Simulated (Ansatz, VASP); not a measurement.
AlPt in VASP and in Ansatz

```xyz
2
Lattice="3.0602 0.0000 0.0000 0.0000 3.0602 0.0000 0.0000 0.0000 3.0602" Properties=species:S:1:pos:R:3 pbc="T T T"
Al    0.0000    0.0000    0.0000
Pt    1.5301    1.5301    1.5301
```

Measurements of this composition are mostly on another form, of space group No. 198.

Alike in both runs: functional PBEsol; k mesh 14 × 14 × 14; occupations gaussian, width 0.1 eV; no spin polarisation.

Ansatz relaxed the structure, and its values are those at the end. VASP's run is a single point on that final structure, the one shown.

```csv
,VASP,Ansatz
version,VASP 6.6.1,Ansatz 0.2.0
potentials or method,"VASP PAW PBE potentials, release 64 (Al, Pt)","scalar-relativistic, plane waves, PAW"
plane-wave cutoff (eV),520,420
valence electrons in the cell,13,21
```

```tsv
	VASP	Ansatz	Ansatz less VASP
gap on the k mesh at the Fermi level (eV)	none	none	-
pressure (GPa)	-0.1	0.0	+0.06
```

A gap of «none» marks a metal or a gap that the smearing closes. The two sets of potentials don't hold the same shells in valence.

Caveats: the PAW data sets were made with another functional, which shifts forces and pressure a little (VASP). Spin-orbit coupling is left out, which matters for the levels of Pt.
